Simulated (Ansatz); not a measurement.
**Te2Mo: moving one atom along a line**

Aim: for Te2Mo, map the energy as atom 1 (Te) is pushed off its site.

Method: DFT r2SCAN, scalar-relativistic, plane waves, PAW, in Ansatz 0.2.0.

## (1) The starting structure

The structure is hexagonal, space group P-6m2 (No. 187). Conventional cell: a = 3.561 Å, b = 3.561 Å, c = 17.524 Å, α = 90.00°, β = 90.00°, γ = 120.00°. Around Te (site symmetry 3m) lie 3 Mo at 2.73 Å. Mo (site symmetry -6m2) is surrounded by 6 Te at 2.73 Å.

Coordinates:

```cif
data_structure
_symmetry_space_group_name_H-M 'P 1'
_symmetry_Int_Tables_number 1
_cell_length_a 3.5613
_cell_length_b 3.5613
_cell_length_c 17.5238
_cell_angle_alpha 90.000
_cell_angle_beta 90.000
_cell_angle_gamma 120.000
_cell_volume 192.47
loop_
_atom_site_label
_atom_site_type_symbol
_atom_site_fract_x
_atom_site_fract_y
_atom_site_fract_z
_atom_site_occupancy
Te1 Te 0.33333 0.66667 0.89791 1
Te2 Te 0.33333 0.66667 0.10209 1
Mo1 Mo 0.00000 0.00000 0.00000 1
```

It goes back to an entry of the Materials Project, which need not be the stable form.

It is the result of an earlier relaxation at this level (volume 64.16 Å³/atom; gap on the mesh: 1.12 eV).

## (2) The reference: the undisturbed cell on the scan's mesh

input.yaml

```yaml
crystal:
  lattice:
    - [3.5612561764, 0.0, 0.0]
    - [-1.7806280882, 3.0841383181, 0.0]
    - [0.0, 0.0, 17.5238001931]
  atoms:
    - { symbol: Te, position: [0.3333333333, 0.6666666667, 0.8979077081] }
    - { symbol: Te, position: [0.3333333333, 0.6666666667, 0.1020922919] }
    - { symbol: Mo, position: [0.0, 0.0, 0.0] }
basis:
  ecutwfc: 500
kpoints:
  mp_grid: { grid: [12, 12, 2] }
hamiltonian:
  xc: r2scan
scf:
  occupations: { method: gaussian, width: 0.05 }
output:
  forces: true
  stress: true
  eigenvalues: true
  write_density: true
  write_potential: true
  elf: true
  volumetric_format: npy
```

On the command line:

```
ansatz run input.yaml --threads 1 --pin off --max-ram 2560MiB --backend cpu --events-out ev --progress --plain --runs-dir out
```

What it wrote, shortened:

```text
Warning: RAYON_NUM_THREADS=1 ignored (pool sized by the plan → 1); use --threads N
[...]
Pseudopotentials: kind: paw
Pseudopotential: Te, paw, valence charge 16, recommended cutoff 500 eV (meta_gga), Te.paw.azcp
Pseudopotential: Mo, paw, valence charge 14, recommended cutoff 500 eV (meta_gga), Mo.paw.azcp
Functional definition: r2SCAN
[...]
Crystal: 3 atoms, lattice volume = 192.471 Å³
Basis set: ecut = 500 eV, 4959 PW (Γ), exchange–correlation on 108×108×512 points (64 copies of the dense FFT grid, shifted against one another)
Bands: 28, of which v1, the nominal top of the filled ones, is band 23 counted from 1 (22 counted from 0)
Symmetry: 12 space group operations
Space group: P-6m2 (ITA 187), of the structure as read, at distance tolerance 5.8e-5 Å
k-points: 38 of 288 (time reversal used)
[...]
SCF iter   1: F=—  HF=-18958.063322 eV  |F-HF|=—  |Δ(HF+E_count)|=         —  Δρ=5.10e-3  dr2=9.37e-2  dr2_τ=1.94e-2  ethr=1.77e-3  ⟨swp⟩=9.6  Hψ=5476  notcnv=0
[...]
SCF iter   7: F=-18958.091190 eV  HF=-18958.091190 eV  |F-HF|=8.93e-8  |Δ(HF+E_count)|=   1.81e-6  Δρ=3.83e-6  dr2=4.97e-8  dr2_τ=1.07e-9  ethr=2.17e-10  ⟨swp⟩=18.5  Hψ=8902  notcnv=0
[...]
WARN: The output density's exchange-correlation potential varies sharply where the density is thin. Do not read a vacuum level from v_tot or v_xc, or from such a field of the output density. On a cell that repeats whose density bears no net charge and no dipole along the vacuum's axis use [...]
SCF converged after 7 iterations
Free energy (F): -18958.091190 eV
[...]
E sigma→0 (E₀):  -18958.091190 eV
Fermi energy:    2.228920 eV
[...]
--- Forces (eV/Å), atoms counted from 1 ---
  atom   1  Te     0.00000000    -0.00000000    -0.00084435
  atom   2  Te     0.00000000    -0.00000000     0.00084435
  atom   3  Mo     0.00000000     0.00000000     0.00000000
[...]
--- Stress (GPa, compression-positive) ---
        0.003280      -0.000000       0.000000
        0.000000       0.003280       0.000000
        0.000000       0.000000       0.002264
  P = ⅓ Tr σ = 0.0029 GPa (0.029 kbar)
--- Band table (eV; the first three rows and the last of 38) ---
[...]
```

Wall time 95 s (1 thread of Intel Xeon at 2.50GHz (Skylake/Cascade Lake), shared host); peak memory 0.83 GiB.

Density in a lattice plane of the grid's cell (edges 3.56 and 17.52 Å, at 0.667 of the third edge), which holds Te.

Ten even steps from ' ' (0.00 e/Å³) to '@' (17.10 e/Å³):
```
            
  ::@@::    
            
            
            
            
            
            
            
            
            
            
            
            
            
            
            
  ::@@::    
            
            
```
Columns run along the first of these edges and rows up along the second, over one cell in 6 and 20 even steps from the bottom left corner. Atoms in the plane (fractional): Te at (0.33, 0.90), Te at (0.33, 0.10).

ELF in the same plane.

Ten even steps from ' ' (0.00) to '@' (0.86):
```
++**==**++..
**::::::**::
####**####  
--@@@@@@--  
  --==--    
            
            
            
            
            
            
            
            
            
  --==--    
--@@@@@@--  
####**####  
**::::::**::
++**==**++..
..::::::..--
```
Columns run along the first of these edges and rows up along the second, over one cell in 6 and 20 even steps from the bottom left corner. Atoms in the plane (fractional): Te at (0.33, 0.90), Te at (0.33, 0.10).

Both are smooth fields of the valence electrons: close to the nuclei they are not physical.

The highest ELF values outside the cores: 0.88 beside Te, off the lines to its neighbours, 1.6 Å from Te; 0.66 on the Te–Mo line, 1.2 Å from Te.

Reference values: F = -18958.0912 eV; pressure 0.00 GPa; largest force 0.001 eV/Å; gap on the mesh 1.12 eV.

## (3) The scan: moving one atom along a line

Atom 1 (Te) is moved by x along the Cartesian unit vector (0.000, 0.000, 1.000); the cell and all other atoms stay fixed. Forces below are components along that vector, summed over the moved atoms. In a periodic cell its images move with it.

## (4) At x = -0.600 Å

Changes to input.yaml since step 2:

```diff
@@ -6,3 +6,3 @@
   atoms:
-    - { symbol: Te, position: [0.3333333333, 0.6666666667, 0.8979077081] }
+    - { symbol: Te, position: [0.3333333333, 0.6666666667, 0.8636685594] }
     - { symbol: Te, position: [0.3333333333, 0.6666666667, 0.1020922919] }
@@ -21,5 +21 @@
   eigenvalues: true
-  write_density: true
-  write_potential: true
-  elf: true
-  volumetric_format: npy
```

On the command line:

```
ansatz run input.yaml --threads 1 --pin off --max-ram 2560MiB --backend cpu --events-out ev --progress --plain --runs-dir out
```

What it wrote, shortened:

```text
Warning: RAYON_NUM_THREADS=1 ignored (pool sized by the plan → 1); use --threads N
[...]
Pseudopotentials: kind: paw
Pseudopotential: Te, paw, valence charge 16, recommended cutoff 500 eV (meta_gga), Te.paw.azcp
Pseudopotential: Mo, paw, valence charge 14, recommended cutoff 500 eV (meta_gga), Mo.paw.azcp
Functional definition: r2SCAN
[...]
Crystal: 3 atoms, lattice volume = 192.471 Å³
Basis set: ecut = 500 eV, 4959 PW (Γ), exchange–correlation on 108×108×512 points (64 copies of the dense FFT grid, shifted against one another)
Bands: 28, of which v1, the nominal top of the filled ones, is band 23 counted from 1 (22 counted from 0)
Symmetry: 6 space group operations
Space group: P3m1 (ITA 156), of the structure as read, at distance tolerance 5.8e-5 Å
k-points: 38 of 288 (time reversal used)
[...]
SCF iter   1: F=—  HF=-18956.772921 eV  |F-HF|=—  |Δ(HF+E_count)|=         —  Δρ=9.78e-3  dr2=7.48e-1  dr2_τ=4.00e-2  ethr=1.77e-3  ⟨swp⟩=9.2  Hψ=5330  notcnv=0
[...]
SCF iter   9: F=-18956.760817 eV  HF=-18956.760817 eV  |F-HF|=1.75e-8  |Δ(HF+E_count)|=   5.47e-7  Δρ=2.60e-6  dr2=1.17e-8  dr2_τ=7.70e-10  ethr=2.17e-10  ⟨swp⟩=11.7  Hψ=4887  notcnv=0
[...]
SCF converged after 9 iterations
Free energy (F): -18956.760817 eV
[...]
E sigma→0 (E₀):  -18956.760817 eV
Entropy (-TS):   -0.000000 eV (-0.000 meV/atom)
Fermi energy:    2.194265 eV
[...]
--- Forces (eV/Å), atoms counted from 1 ---
  atom   1  Te     0.00000000     0.00000000     3.21888914
  atom   2  Te    -0.00000000    -0.00000000    -0.72034152
  atom   3  Mo    -0.00000000     0.00000000    -2.49849094
[...]
--- Stress (GPa, compression-positive) ---
       -2.213011       0.000000      -0.000000
        0.000000      -2.213011       0.000000
       -0.000000      -0.000000      -7.474206
  P = ⅓ Tr σ = -3.9667 GPa (-39.667 kbar)
--- Band table (eV; the first three rows and the last of 38) ---
[...]
```

Run time: 78 s. Hardware: 1 thread of Intel Xeon at 2.50GHz (Skylake/Cascade Lake), shared host; peak memory 0.85 GiB.

## (5) x = 0.480 Å

Changes to input.yaml since step 4:

```diff
@@ -6,3 +6,3 @@
   atoms:
-    - { symbol: Te, position: [0.3333333333, 0.6666666667, 0.8636685594] }
+    - { symbol: Te, position: [0.3333333333, 0.6666666667, 0.925299027] }
     - { symbol: Te, position: [0.3333333333, 0.6666666667, 0.1020922919] }
```

On the command line:

```
ansatz run input.yaml --threads 1 --pin off --max-ram 2560MiB --backend cpu --events-out ev --progress --plain --runs-dir out
```

What it wrote, shortened:

```text
[...]
SCF converged after 8 iterations
Free energy (F): -18956.156977 eV
[...]
E sigma→0 (E₀):  -18956.156125 eV
Entropy (-TS):   -0.001704 eV (-0.568 meV/atom)
Fermi energy:    2.352319 eV
[...]
--- Forces (eV/Å), atoms counted from 1 ---
  atom   1  Te    -0.00000000    -0.00000000    -8.01068416
  atom   2  Te     0.00000000    -0.00000000     1.28204221
  atom   3  Mo     0.00000000     0.00000000     6.72863013
[...]
--- Stress (GPa, compression-positive) ---
        7.975943      -0.000000       0.000000
        0.000000       7.975943      -0.000000
        0.000000       0.000000      10.638135
  P = ⅓ Tr σ = 8.8633 GPa (88.633 kbar)
--- Band table (eV; the first three rows and the last of 38) ---
[...]
```

Run time: 70 s. Hardware: 1 thread of Intel Xeon at 2.50GHz (Skylake/Cascade Lake), shared host; peak memory 0.85 GiB.

## (6) At x = -0.360 Å

Changes to input.yaml since step 5:

```diff
@@ -6,3 +6,3 @@
   atoms:
-    - { symbol: Te, position: [0.3333333333, 0.6666666667, 0.925299027] }
+    - { symbol: Te, position: [0.3333333333, 0.6666666667, 0.8773642189] }
     - { symbol: Te, position: [0.3333333333, 0.6666666667, 0.1020922919] }
```

On the command line:

```
ansatz run input.yaml --threads 1 --pin off --max-ram 2560MiB --backend cpu --events-out ev --progress --plain --runs-dir out
```

What it wrote, shortened:

```text
[...]
SCF converged after 9 iterations
Free energy (F): -18957.495687 eV
[...]
E sigma→0 (E₀):  -18957.495687 eV
Fermi energy:    2.201219 eV
[...]
--- Forces (eV/Å), atoms counted from 1 ---
  atom   1  Te     0.00000000    -0.00000000     2.77270444
  atom   2  Te    -0.00000000    -0.00000000    -0.47981725
  atom   3  Mo    -0.00000000     0.00000000    -2.29292950
[...]
--- Stress (GPa, compression-positive) ---
       -1.701941       0.000000      -0.000000
       -0.000000      -1.701941      -0.000000
       -0.000000      -0.000000      -5.674935
  P = ⅓ Tr σ = -3.0263 GPa (-30.263 kbar)
--- Band table (eV; the first three rows and the last of 38) ---
  k-point 0: bands = ["-61.0038", "-35.6634", "-35.6634", "-35.6428", "-35.6428", "-35.5914", "-35.5914", "-35.5832", "-35.5832", "-35.5814", "-35.5524", "-34.3936", "-34.2395", "-34.2395", "-11.0139", "-10.3171", "-3.1521", "-0.5599", "0.3378", "0.3378", "1.2686", "1.3241", "1.3241", [...]
[...]
```

It took 72 s on 1 thread of Intel Xeon at 2.50GHz (Skylake/Cascade Lake), shared host; peak memory 0.84 GiB.

## (7) x = 0.240 Å

Changes to input.yaml since step 6:

```diff
@@ -6,3 +6,3 @@
   atoms:
-    - { symbol: Te, position: [0.3333333333, 0.6666666667, 0.8773642189] }
+    - { symbol: Te, position: [0.3333333333, 0.6666666667, 0.9116033676] }
     - { symbol: Te, position: [0.3333333333, 0.6666666667, 0.1020922919] }
@@ -21 +21,5 @@
   eigenvalues: true
+  write_density: true
+  write_potential: true
+  elf: true
+  volumetric_format: npy
```

On the command line:

```
ansatz run input.yaml --threads 1 --pin off --max-ram 2560MiB --backend cpu --events-out ev --progress --plain --runs-dir out
```

What it wrote, shortened:

```text
Warning: RAYON_NUM_THREADS=1 ignored (pool sized by the plan → 1); use --threads N
[...]
Pseudopotentials: kind: paw
Pseudopotential: Te, paw, valence charge 16, recommended cutoff 500 eV (meta_gga), Te.paw.azcp
Pseudopotential: Mo, paw, valence charge 14, recommended cutoff 500 eV (meta_gga), Mo.paw.azcp
Functional definition: r2SCAN
[...]
Crystal: 3 atoms, lattice volume = 192.471 Å³
Basis set: ecut = 500 eV, 4959 PW (Γ), exchange–correlation on 108×108×512 points (64 copies of the dense FFT grid, shifted against one another)
Bands: 28, of which v1, the nominal top of the filled ones, is band 23 counted from 1 (22 counted from 0)
Symmetry: 6 space group operations
Space group: P3m1 (ITA 156), of the structure as read, at distance tolerance 5.8e-5 Å
k-points: 38 of 288 (time reversal used)
[...]
SCF iter   1: F=—  HF=-18957.627722 eV  |F-HF|=—  |Δ(HF+E_count)|=         —  Δρ=4.88e-3  dr2=1.01e-1  dr2_τ=1.98e-2  ethr=1.77e-3  ⟨swp⟩=9.8  Hψ=5632  notcnv=0
[...]
SCF iter   9: F=-18957.652797 eV  HF=-18957.652797 eV  |F-HF|=1.08e-8  |Δ(HF+E_count)|=   1.73e-7  Δρ=1.41e-6  dr2=5.65e-9  dr2_τ=2.15e-10  ethr=2.17e-10  ⟨swp⟩=18.4  Hψ=8348  notcnv=0
[...]
WARN: The output density's exchange-correlation potential varies sharply where the density is thin. Do not read a vacuum level from v_tot or v_xc, or from such a field of the output density. On a cell that repeats whose density bears no net charge and no dipole along the vacuum's axis use [...]
SCF converged after 9 iterations
Free energy (F): -18957.652797 eV
[...]
E sigma→0 (E₀):  -18957.652797 eV
Fermi energy:    1.985759 eV
[...]
--- Forces (eV/Å), atoms counted from 1 ---
  atom   1  Te    -0.00000000    -0.00000000    -3.96691945
  atom   2  Te     0.00000000    -0.00000000     0.48861710
  atom   3  Mo     0.00000000     0.00000000     3.47830004
[...]
--- Stress (GPa, compression-positive) ---
        2.585380       0.000000       0.000000
        0.000000       2.585380      -0.000000
        0.000000       0.000000       5.842256
  P = ⅓ Tr σ = 3.6710 GPa (36.710 kbar)
--- Band table (eV; the first three rows and the last of 38) ---
[...]
```

Wall time 97 s (1 thread of Intel Xeon at 2.50GHz (Skylake/Cascade Lake), shared host); peak memory 0.84 GiB.

Density in a lattice plane of the grid's cell (edges 3.56 and 17.52 Å, at 0.667 of the third edge), which holds Te.

Ten even steps from ' ' (0.00 e/Å³) to '@' (17.10 e/Å³):
```
    ..      
  ..%%..    
            
            
            
            
            
            
            
            
            
            
            
            
            
            
            
  ::@@::    
            
            
```
Columns run along the first of these edges and rows up along the second, over one cell in 6 and 20 even steps from the bottom left corner. Atoms in the plane (fractional): Te at (0.33, 0.91), Te at (0.33, 0.10).

ELF in the same plane.

Ten even steps from '0' (0.00) to '9' (0.85):
```
652561
630362
698960
289820
024200
000000
000000
000000
000000
000000
000000
000000
000000
000000
034300
399930
776770
622262
564651
122213
```
Columns run along the first of these edges and rows up along the second, over one cell in 6 and 20 even steps from the bottom left corner. Atoms in the plane (fractional): Te at (0.33, 0.91), Te at (0.33, 0.10).

Both are smooth fields of the valence electrons: close to the nuclei they are not physical.

The highest ELF values outside the cores: 0.90 beside Te, off the lines to its neighbours, 1.6 Å from Te; 0.66 on the Te–Mo line, 1.2 Å from Te.

## (8) Point x = -0.120 Å

Changes to input.yaml since step 7:

```diff
@@ -6,3 +6,3 @@
   atoms:
-    - { symbol: Te, position: [0.3333333333, 0.6666666667, 0.9116033676] }
+    - { symbol: Te, position: [0.3333333333, 0.6666666667, 0.8910598784] }
     - { symbol: Te, position: [0.3333333333, 0.6666666667, 0.1020922919] }
@@ -21,5 +21 @@
   eigenvalues: true
-  write_density: true
-  write_potential: true
-  elf: true
-  volumetric_format: npy
```

On the command line:

```
ansatz run input.yaml --threads 1 --pin off --max-ram 2560MiB --backend cpu --events-out ev --progress --plain --runs-dir out
```

What it wrote, shortened:

```text
Warning: RAYON_NUM_THREADS=1 ignored (pool sized by the plan → 1); use --threads N
[...]
Pseudopotentials: kind: paw
Pseudopotential: Te, paw, valence charge 16, recommended cutoff 500 eV (meta_gga), Te.paw.azcp
Pseudopotential: Mo, paw, valence charge 14, recommended cutoff 500 eV (meta_gga), Mo.paw.azcp
Functional definition: r2SCAN
[...]
Crystal: 3 atoms, lattice volume = 192.471 Å³
Basis set: ecut = 500 eV, 4959 PW (Γ), exchange–correlation on 108×108×512 points (64 copies of the dense FFT grid, shifted against one another)
Bands: 28, of which v1, the nominal top of the filled ones, is band 23 counted from 1 (22 counted from 0)
Symmetry: 6 space group operations
Space group: P3m1 (ITA 156), of the structure as read, at distance tolerance 5.8e-5 Å
k-points: 38 of 288 (time reversal used)
[...]
SCF iter   1: F=—  HF=-18957.984760 eV  |F-HF|=—  |Δ(HF+E_count)|=         —  Δρ=5.68e-3  dr2=1.33e-1  dr2_τ=2.15e-2  ethr=1.77e-3  ⟨swp⟩=9.5  Hψ=5403  notcnv=0
[...]
SCF iter   8: F=-18958.009392 eV  HF=-18958.009392 eV  |F-HF|=1.28e-7  |Δ(HF+E_count)|=   1.58e-6  Δρ=3.73e-6  dr2=6.45e-8  dr2_τ=3.00e-9  ethr=2.17e-10  ⟨swp⟩=5.9  Hψ=4884  notcnv=0
[...]
SCF converged after 8 iterations
Free energy (F): -18958.009392 eV
[...]
E sigma→0 (E₀):  -18958.009392 eV
Fermi energy:    2.332768 eV
[...]
--- Forces (eV/Å), atoms counted from 1 ---
  atom   1  Te     0.00000000    -0.00000000     1.29297556
  atom   2  Te    -0.00000000    -0.00000000    -0.18076916
  atom   3  Mo    -0.00000000     0.00000000    -1.11217853
[...]
--- Stress (GPa, compression-positive) ---
       -0.763160      -0.000000      -0.000000
        0.000000      -0.763160       0.000000
       -0.000000       0.000000      -2.324096
  P = ⅓ Tr σ = -1.2835 GPa (-12.835 kbar)
--- Band table (eV; the first three rows and the last of 38) ---
[... band rows left out ...]
[...]
```

Wall time 65 s (1 thread of Intel Xeon at 2.50GHz (Skylake/Cascade Lake), shared host); peak memory 0.84 GiB.

## (9) The scan collected

Collected from the runs (energy zero: the undisturbed cell):

| x (Å) | ΔE (meV/cell) | force on the moved atoms (eV/Å) | pressure (GPa) | gap on the mesh (eV) |
| --- | --- | --- | --- | --- |
| -0.600 | 1330.4 | 3.219 | -4.0 | 0.29 |
| -0.360 | 595.5 | 2.773 | -3.0 | 0.91 |
| -0.120 | 81.8 | 1.293 | -1.3 | 1.18 |
| 0.000 | 0.0 | -0.001 | 0.0 | 1.12 |
| 0.240 | 438.4 | -3.967 | 3.7 | 0.66 |
| 0.480 | 1934.2 | -8.011 | 8.9 | 0.00 |

Where the gap reads zero, the mesh chosen for the insulator is on the coarse side.

## (10) Results

| quantity | value |
| --- | --- |
| force constant along x, from the points at -0.120, 0 and 0.240 Å | 12.70 eV/Å² |

**Reading.** The restoring force grows by 12.70 eV/Å per Å near the site. The step of 0.24 Å is wide, so anharmonic terms mix in. The undisturbed cell stays the lowest of the sampled points. The gap on the mesh, 1.12 eV at the start, reads zero at x = 0.480. Spin-orbit coupling is left out, which matters for the bands of Te. The cell holds empty space of several Å, a single layer or slab in vacuum, so volume, pressure and the long edge depend on that space.
